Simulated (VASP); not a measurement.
Write the native input for VASP 6.6.1 that does the following.

```yaml
Task: single point
Functional: PBE
Potentials_or_basis: VASP PAW PBE potentials, release 64 (Ga_d, As)
Cutoff: 520 eV
k_mesh: 12 × 12 × 12
Occupations: gaussian, width 0.1 eV
Spin: non-collinear spin, zero start, spin-orbit coupling
Starting_moments: "[[0.0, 0.0, 0.0], [0.0, 0.0, 0.0]] μB"
Dipole_correction: no
Further_INCAR_settings: ALGO = Normal; EDIFF = 1e-07; NBANDS = 30
```

The structure of GaAs lies in POSCAR:

```
GaAs
1.0
    0.0000000000      2.8728894542      2.8728894542
    2.8728894542      0.0000000000      2.8728894542
    2.8728894542      2.8728894542      0.0000000000
Ga As
1 1
Direct
    0.0000000000      0.0000000000      0.0000000000
    0.7500000000      0.7500000000      0.7500000000
```

The cell is a database's computed one.

These files were run (other wordings do the same):

INCAR

```
PREC = Accurate
ENCUT = 520
EDIFF = 1E-7
ISMEAR = 0
SIGMA = 0.1
LREAL = F
LASPH = T
NELM = 150
ALGO = Normal
ISIF = 2
LWAVE = F
LCHARG = F
LNONCOLLINEAR = T
MAGMOM = 0 0 0 0 0 0
LORBIT = 11
LSORBIT = T
GGA_COMPAT = F
LORBMOM = T
GGA = PE
NBANDS = 30
```

KPOINTS

```
regular mesh
0
Gamma
  12 12 12
```

Potentials or basis: VASP PAW PBE potentials, release 64 (Ga_d, As).

The run is started by

```console
$ cat potpaw_PBE.64/Ga_d/POTCAR potpaw_PBE.64/As/POTCAR > POTCAR
$ mpirun -np 1 vasp_ncl > vasp.out
```

It gave:

- Pressure: 0.1 GPa
- Net moment: 0.00 μB per cell
- Valence electrons inside the program's atomic spheres: Ga 11.62; As 2.81

Wall time 4 min on 1 thread of Intel(R) Xeon(R) Platinum 8559C (Emerald Rapids) (shared host), peak memory 0.43 GiB.
